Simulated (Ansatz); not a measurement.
Consider the formal exchange of groups at a C–C bond: `CCCC(O)CCC` + `CC#CCCC` → `CCCC#CCCCC` + `CCCCO`.

Gas-phase electronic energies from Ansatz, PBE0-D4/def2-TZVP geometries. CBS: MP2 limit from def2 TZ/QZ plus the TZ coupled-cluster correction, frozen cores. Functionals use def2-TZVPP. One conformer a species, not always the lowest.

(1) Is it downhill or uphill in electronic energy at CCSD(T)/CBS, and by how much? (Estimate.)

(2) What do these levels give: r2SCANh-D4, CAM-B3LYP-D4, ωB97X-V, MP2/def2-SVP, CCSD(T)/def2-SVP, CCSD/def2-TZVPP? (An estimate is asked.)

Largest T1 diagnostic among the species: 0.010.

Results:

(1) The calculation gave: Uphill: ΔE = +10.5 kJ/mol.

(2) The calculation gave: r2SCANh-D4 11.8, CAM-B3LYP-D4 10.6, ωB97X-V 11.0, MP2/def2-SVP 13.8, CCSD(T)/def2-SVP 14.6, CCSD/def2-TZVPP 9.7 kJ/mol.

Leaving LDA and LC-ωPBE aside and taking each functional with its dispersion term where it has one, the values, not all of them listed here, spread over 4.7 kJ/mol, from B2PLYP to B97M-V. LDA lies +7.5 kJ/mol from PBE without D4. At CCSD(T), def2-SVP lies +4.1 kJ/mol from the extrapolated value and def2-TZVPP +0.2 kJ/mol. In def2-TZVPP, CCSD(T) changes the Hartree–Fock value by +6.4 kJ/mol (the triples alone add +1.0 kJ/mol) and MP2 by +5.2 kJ/mol.
